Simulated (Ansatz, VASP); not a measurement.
# Pd in VASP and in Ansatz

```
Pd
1.0
     2.67084    0.00000    0.00000
     0.00000    2.67084    0.00000
     0.00000    0.00000    2.67084
Pd
1
Direct
  0.00000 0.00000 0.00000
```

Alike in both runs: task single point; functional revPBE; k mesh 13 × 13 × 13; occupations fermi-dirac, width 0.1 eV; no spin polarisation.

|  | VASP | Ansatz |
| --- | --- | --- |
| version | VASP 6.6.1 | Ansatz 0.2.0 |
| potentials or method | VASP PAW PBE potentials, release 64 (Pd) | plane waves (420 eV) with PAW, scalar-relativistic |
| plane-wave cutoff (eV) | 520 | 420 |
| valence electrons in the cell | 10 | 18 |

VASP gave:

```
pressure (GPa) : -4.1
```

Question: Estimate Ansatz's values.

Answer: Pressure (GPa): -3.9.

The two sets of potentials don't hold the same shells in valence.

Caveats: the PAW data sets were made with another functional, which shifts forces and pressure a little (VASP).
